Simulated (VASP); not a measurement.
# BN: convergence, self-consistent run

BN, P1 (no. 1), 2 atoms in the cell. PBE; PAW potentials N, B (PBE set). VASP 6.6.1. The atoms are moved at random off their ideal places.

Wanted: energy within 1 meV/atom; forces within 0.005 eV/Å; pressure within 0.1 GPa.

POSCAR:
```
BN
1.0
    1.2511217832      0.7223354983      3.3729344033
   -1.2511217832      0.7223354983      3.3729344033
    0.0000000000     -1.4446709966      3.3729344033
N B
1 1
Direct
    0.6635920000      0.6714150000      0.6690490000
    0.0186030000     -0.0030070000     -0.0083060000
```

## FFT grids and symmetry tolerance typed by hand

| FFT grids and symmetry tolerance typed by hand | Energy less reference (meV/atom) | Forces, largest deviation (eV/Å) | Pressure (GPa) | SCF iterations | Time (s) |
|---|---|---|---|---|---|
| default | 0.0 | 0.0000 | 3.48 | 14 | 64 |
| NGX, NGY, NGZ = 34, 34, 34 | 0.0 | 0.0001 | 3.48 | 14 | 130 |
| NGX, NGY, NGZ = 22, 22, 22 | 0.0 | 0.0001 | 3.48 | 14 | 38 |
| NGX, NGY, NGZ = 18, 18, 18 | -1.7 | 0.0005 | 3.66 | 14 | 22 |
| NGX, NGY, NGZ = 14, 14, 14 | -14.1 | 0.0787 | 3.42 | 13 | 12 |
| NGXF, NGYF, NGZF = 40, 40, 40 | 0.0 | 0.0002 | 3.48 | 14 | 67 |
| NGXF, NGYF, NGZF = 78, 78, 78 | 0.0 | 0.0001 | 3.48 | 14 | 67 |
| SYMPREC = 0.001 | 0.0 | 0.0000 | 3.48 | 14 | 62 |
| SYMPREC = 1e-08 | 0.0 | 0.0000 | 3.48 | 14 | 61 |
| EWALD_CUTOFF = 2.0 | -635.4 | 0.1207 | 3.42 | 14 | 62 |
| EWALD_CUTOFF = 8.0 | 0.0 | 0.0000 | 3.48 | 14 | 65 |

Chosen: NGX, NGY, NGZ = 22, 22, 22, the fastest of those that stay within half of the tolerance.

## The input

INCAR:
```
SYSTEM = BN
PREC = Accurate
ENCUT = 450
EDIFF = 1E-7
ISMEAR = 0
SIGMA = 0.02
LREAL = .False.
LASPH = .True.
ALGO = Normal
NELM = 100
ISIF = 2
LWAVE = .False.
LCHARG = .False.
NGX = 22
NGY = 22
NGZ = 22
```

KPOINTS:
```
k-points
0
Gamma
  10 10 10
```

Commands:
```
cat potpaw_PBE.64/N/POTCAR potpaw_PBE.64/B/POTCAR > POTCAR
mpirun -np 1 vasp_std > vasp.out
```

The chosen input took VASP 6.6.1 38 s on 1 core (AMD EPYC 9R45 (Zen 5)), a shared host.

## An input that fails: an FFT grid typed too coarse

It runs to its end, but against the unchanged starting input it is off by 490.1 meV/atom in the energy, 0.0753 eV/Å in the forces, 15.61 GPa in the pressure.

Changes against the starting input:
```
+ NGX = 10
+ NGY = 10
+ NGZ = 10
```
